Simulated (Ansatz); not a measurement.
# Computed properties of HfSiO4 (polar orthorhombic HfO2 sites, P2_1)

All numbers come from Ansatz. Note: simulated data, non-magnetic, for a generated structure that need not be the stable one.

The cell is HfSiO4 on the sites of polar orthorhombic HfO2 (relaxed group P2_1); cell and atoms were relaxed with r2SCAN. The symmetry is P2_1 (No. 4, monoclinic); a = 4.601 Å, b = 5.092 Å, c = 5.295 Å, β = 92.3° in the conventional setting, 10.33 Å³ an atom. Around Hf lie 6 O at 1.98–2.24 Å; around Si lie 5 O at 1.64–1.85 Å; around O lie 1 Si at 1.64 Å and 1 Hf at 1.98 Å; around O lie 1 Si at 1.85 Å and 2 Hf at 2.02–2.07 Å; around O lie 2 Si at 1.73–1.82 Å and 1 Hf at 2.24 Å; around O lie 1 Si at 1.74 Å and 2 Hf at 2.07–2.14 Å.

Gaps on the r2SCAN cell, each the least over its mesh and the special points:
```tsv
level	k mesh	gap (eV)	kind	edges	least direct gap (eV)
PBE	6×6×6	3.64	indirect	Y₂ → Γ–Z (0.60)	3.90
PBE+SOC	6×6×6	3.60	indirect	Y₂ → Γ–Z (0.59)	3.86
r2SCAN	6×6×6	4.17	indirect	Y₂ → Γ–Z (0.59)	4.42
HSE06	4×4×4	5.30	indirect	Y₂ → Γ–Z (0.59)	5.56
PBE0	4×4×4	6.07	indirect	Y₂ → Γ–Z (0.59)	6.33
```
PBE: smearing of 0.02 eV; the others have fixed occupations.
Wave cutoffs: 420 eV, 500 eV (r2SCAN).
Points off the special ones are mesh points or PBE's searched band edges, reused at the other levels.

The HSE06 gap is indirect, 5.30 eV (Y₂ to Γ–Z (0.59 of the way from Γ)), below the direct gap of 5.56 eV at Γ–Z (0.50 of the way from Γ). Spin-orbit coupling changes the PBE gap by -0.043 eV, to 3.60 eV.

r2SCAN covers 32 % of the step from PBE to HSE06. For gaps to 0.1 eV, spin-orbit coupling (up to 0.04 eV here) can be left out. All these functionals give a gap of the same kind, indirect.

Only the levels marked +SOC include spin-orbit coupling.

The meshes of the hybrids are coarse, so their gaps aren't converged to the digits shown.
